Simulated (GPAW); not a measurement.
Here is a GPAW 26.7.0 calculation.

File run.py:

```python
from ase.filters import FrechetCellFilter
from ase.io import read, write
from ase.optimize import BFGS
from gpaw import GPAW, PW

atoms = read('HfB2.cif')

calc = GPAW(mode=PW(800),
            xc='MGGA_X_R2SCAN+MGGA_C_R2SCAN',
            kpts={'size': (7, 7, 6), 'gamma': True},
            occupations={'name': 'fermi-dirac', 'width': 0.05},
            nbands=20,
            convergence={'density': 1e-06, 'energy': 1e-06, 'eigenstates': 1e-10},
            maxiter=150,
            txt='gpaw.txt')
atoms.calc = calc
opt = BFGS(FrechetCellFilter(atoms), trajectory='relax.traj', logfile='-')
done = opt.run(fmax=0.01, steps=60)
calc.write('gs.gpw')
write('result.traj', atoms)
print('Converged:', done)
print('Cell:', atoms.cell.cellpar().round(4))
print('Volume:', round(atoms.get_volume(), 4))
print(atoms.get_scaled_positions().round(5))
```

Contents of HfB2.cif:

```cif
data_HfB2
_cell_length_a 3.14000000
_cell_length_b 3.14000000
_cell_length_c 3.48000000
_cell_angle_alpha 90.00000000
_cell_angle_beta 90.00000000
_cell_angle_gamma 120.00000000
_space_group_name_H-M_alt 'P6/mmm'
_space_group_name_Hall '-P 6 2'
_space_group_IT_number 191
loop_
_space_group_symop_operation_xyz
'x,y,z'
'-x,-y,-z'
'x-y,x,z'
'-x+y,-x,-z'
'-y,x-y,z'
'y,-x+y,-z'
'-x,-y,z'
'x,y,-z'
'-x+y,-x,z'
'x-y,x,-z'
'y,-x+y,z'
'-y,x-y,-z'
'-y,-x,-z'
'y,x,z'
'-x,-x+y,-z'
'x,x-y,z'
'-x+y,y,-z'
'x-y,-y,z'
'y,x,-z'
'-y,-x,z'
'x,x-y,-z'
'-x,-x+y,z'
'x-y,-y,-z'
'-x+y,y,z'
loop_
_atom_site_label
_atom_site_type_symbol
_atom_site_symmetry_multiplicity
_atom_site_Wyckoff_symbol
_atom_site_fract_x
_atom_site_fract_y
_atom_site_fract_z
_atom_site_occupancy
Hf1 Hf 1 a 0.0000000000 0.0000000000 0.0000000000 1
B1 B 2 d 0.6666666667 0.3333333333 0.5000000000 1
```

Potentials or basis: GPAW PAW data sets (gpaw-data 1.2.1), pw.

Run with:

```bash
$ OMP_NUM_THREADS=1 python run.py
```

Q: Estimate the relaxed cell.

A: a = 3.139 Å, b = 3.139 Å, c = 3.488 Å, α = 90.00°, β = 90.00°, γ = 120.00°.

Q: What does it give for the band gap on the k mesh?

A: None (metal or under the smearing width).

Final structure:
```
Hf B
1.0
     3.13924    0.00000    0.00000
    -1.56962    2.71866    0.00000
     0.00000    0.00000    3.48842
Hf B
1 2
Direct
  0.00000 0.00000 0.00000
  0.66667 0.33333 0.50000
  0.33333 0.66667 0.50000
```

Caveat: later steps reuse the first step's grids. The run has no spin-orbit coupling, so splittings on Hf are missing.
